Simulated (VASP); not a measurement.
Input of a VASP 6.6.1 run:

File POSCAR:

```
HfN
1.0
    0.0000000000      2.2309690365      2.2309690365
    2.2309690365      0.0000000000      2.2309690365
    2.2309690365      2.2309690365      0.0000000000
  Hf              N
     1     1
Direct
     0.0000000000000000    0.0000000000000000    0.0000000000000000
     0.5000000000000000    0.5000000000000000    0.5000000000000000
```

File INCAR.step1:

```
PREC = Accurate
ENCUT = 600
EDIFF = 1E-8
ISMEAR = 1
SIGMA = 0.2
LREAL = F
LASPH = T
NELM = 80
ALGO = Normal
ISIF = 3
LWAVE = F
LCHARG = F
GGA = CA
KPAR = 2
IBRION = 2
NSW = 40
EDIFFG = -0.002
```

INCAR.step2

```
PREC = Accurate
ENCUT = 600
EDIFF = 1E-8
ISMEAR = 1
SIGMA = 0.2
LREAL = F
LASPH = T
NELM = 80
ALGO = Normal
ISIF = 2
LWAVE = F
LCHARG = F
GGA = CA
KPAR = 2
IBRION = 6
NFREE = 2
POTIM = 0.015
NSW = 1
```

Contents of KPOINTS:

```
regular mesh
0
Gamma
  26 26 26
```

Potentials or basis: VASP PAW LDA potentials, release 64 (Hf_pv, N).

Launch:

```bash
$ cat potpaw_LDA.64/Hf_pv/POTCAR potpaw_LDA.64/N/POTCAR > POTCAR
$ cp INCAR.step1 INCAR
$ mpirun -np 2 vasp_std > vasp.out
$ cp CONTCAR POSCAR
$ cp INCAR.step2 INCAR
$ mpirun -np 2 vasp_std > vasp.out
```

Task: Estimate the highest phonon frequency at Γ, LO-TO splitting left out.

Result: 523 cm⁻¹.

Phonon frequencies in cm⁻¹ (negative: imaginary):
```tsv
q point	frequencies
(0.000, 0.000, 0.000)	0 0 0 523 523 523
```

Spin-orbit coupling is left out, which matters for the levels of Hf.
